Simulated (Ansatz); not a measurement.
Crystal: CdF2.

```
Cd F
1.0
     0.00000    2.69400    2.69400
     2.69400    0.00000    2.69400
     2.69400    2.69400    0.00000
Cd F
1 2
Direct
  0.00000 0.00000 0.00000
  0.75000 0.75000 0.75000
  0.25000 0.25000 0.25000
```

Program: Ansatz 0.2.0. Alike in all runs: potentials or basis all-electron LAPW, scalar-relativistic; no spin polarisation; cell as given; k mesh 9 × 9 × 9; smearing fermi-dirac 0.05 eV.

**Question.** Order these runs on this cell by their pressure, lowest first.
A. level LDA; cutoff (eV) 292; basis error allowed 0.002 eV/atom
B. level PBE; cutoff (eV) 317; basis error allowed 0.001 eV/atom
C. level PBEsol; cutoff (eV) 293; basis error allowed 0.002 eV/atom

**Answer.** A (-5.7 GPa), C (-0.2 GPa), B (5.4 GPa).

Not every run made on this cell is shown here.
